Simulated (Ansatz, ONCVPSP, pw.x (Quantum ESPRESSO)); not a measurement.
pw.x on bcc N: one setting changed

Potential: optimised norm-conserving Vanderbilt (ONCV), ONCVPSP 4.0.1, PBE; core [He], reference 2s2 2p3; waves: 2s: rc 1.05 bohr, ncon 4, nbas 8, qcut 7.7 1/bohr, 2 projectors, debl 3.9 Ha; 2p: rc 1.85 bohr, ncon 4, nbas 7, qcut 8.1 1/bohr, 2 projectors, debl 3.9 Ha; d scattering state at 0.45 Ha: rc 1.60 bohr, ncon 4, nbas 9, qcut 5.1 1/bohr, 2 projectors, debl 1.2 Ha; local part: polynomial inside 0.85 bohr (lpopt 5, dvloc0 6 Ha); core correction: Teter function fitted to the true core (icmod 2), fcfact 0.7.

The reference run (k-mesh 18³, cutoffs 130/520 Ry, Fermi–Dirac 0.01 Ry, mixing_beta 0.4, conv_thr 1e-9, no spin) gives 0.11 GPa at 7.247 Å³/atom, where all-electron LAPW gives -0.09 GPa. This run, with its own iteration cap, changes k-mesh points per axis to 20.

```
&control
  calculation='scf', prefix='x', pseudo_dir='./', outdir='./tmp', tstress=.true., disk_io='none'
/
&system
  ibrav=0, nat=1, ntyp=1, ecutwfc=130, ecutrho=520, nbnd=9,
  occupations='smearing', smearing='fd', degauss=0.01
/
&electrons
  conv_thr=1e-09, mixing_beta=0.4, electron_maxstep=70
/
ATOMIC_SPECIES
N 1.0 N.UPF
CELL_PARAMETERS angstrom
  -1.21908154 1.21908154 1.21908154
  1.21908154 -1.21908154 1.21908154
  1.21908154 1.21908154 -1.21908154
ATOMIC_POSITIONS crystal
N 0.0000 0.0000 0.0000
K_POINTS automatic
20 20 20 0 0 0
```

```bash
pw.x < N.scf.in > N.scf.out
```

Task: How does the run end?

Result: It converges in 6 iterations; the free energy moves by -1.4 meV/atom and the pressure by +0.05 GPa.

```
Message from routine setup:
     using ibrav=0 with symmetry is DISCOURAGED, use correct ibrav instead
     lattice parameter (alat)  =       3.9902  a.u.
     unit-cell volume          =      48.9052 (a.u.)^3
     number of electrons       =         5.00
     number of Kohn-Sham states=            9
     kinetic-energy cutoff     =     130.0000  Ry
     charge density cutoff     =     520.0000  Ry
     scf convergence threshold =      1.0E-09
     Exchange-correlation= PBE
     number of k points=   256  Fermi-Dirac smearing, width (Ry)=  0.0100
     iteration #  1     ecut=   130.00 Ry     beta= 0.40
     total energy              =     -20.90821678 Ry
     estimated scf accuracy    <       0.00045947 Ry
     iteration #  2     ecut=   130.00 Ry     beta= 0.40
     total energy              =     -20.90829362 Ry
     estimated scf accuracy    <       0.00013584 Ry
     iteration #  3     ecut=   130.00 Ry     beta= 0.40
     total energy              =     -20.90831036 Ry
     estimated scf accuracy    <       0.00000637 Ry
     iteration #  4     ecut=   130.00 Ry     beta= 0.40
     total energy              =     -20.90831093 Ry
     estimated scf accuracy    <          5.8E-09 Ry
     iteration #  5     ecut=   130.00 Ry     beta= 0.40
     total energy              =     -20.90831094 Ry
     estimated scf accuracy    <          3.3E-09 Ry
     iteration #  6     ecut=   130.00 Ry     beta= 0.40
     the Fermi energy is     8.8626 ev
!    total energy              =     -20.90831094 Ry
     estimated scf accuracy    <          9.9E-11 Ry
     smearing contrib. (-TS)   =      -0.00231088 Ry
     The total energy is F=E-TS. E is the sum of the following terms:
     one-electron contribution =       3.47339495 Ry
     hartree contribution      =       1.58761222 Ry
     xc contribution           =      -6.22059012 Ry
     ewald contribution        =     -19.74641711 Ry
     convergence has been achieved in   6 iterations
          total   stress  (Ry/bohr**3)                   (kbar)     P=        1.67
     Message from routine punch:
     Nothing written, as per user request (disk_io='none')
```

The run took about 58 s on one core of a shared host (Intel(R) Xeon(R) Processor @ 2.60GHz, 24 threads, 31 GiB, load 12).
